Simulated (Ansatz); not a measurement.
Here is an Ansatz 0.2.0 calculation.

The input input.yaml:

```yaml
crystal:
  lattice:
    - [0.0, 2.03675, 2.03675]
    - [2.03675, 0.0, 2.03675]
    - [2.03675, 2.03675, 0.0]
  atoms:
    - { symbol: Li, position: [0.0, 0.0, 0.0] }
    - { symbol: H, position: [0.5, 0.5, 0.5] }
hamiltonian:
  xc: r2scan
  pseudopotentials: { kind: paw }
kpoints:
  mp_grid: { grid: [11, 11, 11] }
  band_path:
    path:
      - [[0.0, 0.0, 0.0], [0.5, 0.0, 0.5], [0.5, 0.25, 0.75], [0.375, 0.375, 0.75], [0.0, 0.0, 0.0], [0.5, 0.5, 0.5], [0.625, 0.25, 0.625], [0.5, 0.25, 0.75], [0.5, 0.5, 0.5], [0.375, 0.375, 0.75]]
      - [[0.625, 0.25, 0.625], [0.5, 0.0, 0.5]]
    npoints: 14
scf:
  occupations: { method: fermi_dirac, width: 0.05 }
  n_extra_bands: 6
output:
  forces: true
  stress: true
  eigenvalues: true
  fatbands: false
  write_density: true
  write_potential: true
  elf: true
  volumetric_format: npy
```

Potentials or basis: Ansatz PAW.

The run is started by

```bash
$ ansatz run input.yaml --threads 2 --pin off --max-ram 5632MiB --backend cpu --events-out ev --progress --plain --runs-dir out
```

Estimate the band gap along the path.

3.66 eV, direct.

What does it give for the band gap on the k mesh?

3.85 eV, direct.

What does it give for the pressure?

-1.7 GPa.

Levels at the corners of the path, in eV from the valence-band top:
| point | band 1 | band 2 | band 3 | band 4 | band 5 | band 6 |
| --- | --- | --- | --- | --- | --- | --- |
| Γ | -45.63 | -5.34 | 16.87 | 18.69 | 18.69 | 18.69 |
| X | -45.59 | 0.00 | 3.66 | 11.48 | 11.48 | 14.81 |
| W | -45.58 | -0.19 | 5.96 | 5.96 | 12.30 | 18.65 |
| K | -45.59 | -0.45 | 4.81 | 8.17 | 12.64 | 17.03 |
| Γ | -45.63 | -5.34 | 16.87 | 18.69 | 18.69 | 18.69 |
| L | -45.60 | -2.47 | 5.41 | 14.49 | 17.52 | 17.52 |
| U | -45.59 | -0.45 | 4.81 | 8.17 | 12.64 | 17.03 |
| W | -45.58 | -0.19 | 5.96 | 5.96 | 12.30 | 18.65 |
| L | -45.60 | -2.47 | 5.41 | 14.49 | 17.52 | 17.52 |
| K | -45.59 | -0.45 | 4.81 | 8.17 | 12.64 | 17.03 |
| U | -45.59 | -0.45 | 4.81 | 8.17 | 12.64 | 17.03 |
| X | -45.59 | 0.00 | 3.66 | 11.48 | 11.48 | 14.81 |

Caveat: the k mesh misses the band edges, so the gap on the mesh is wider than the one along the path; the PAW data sets were made with another functional, which shifts forces and pressure a little. r2SCAN opens gaps a little over a GGA but as a rule still falls short of measured ones.
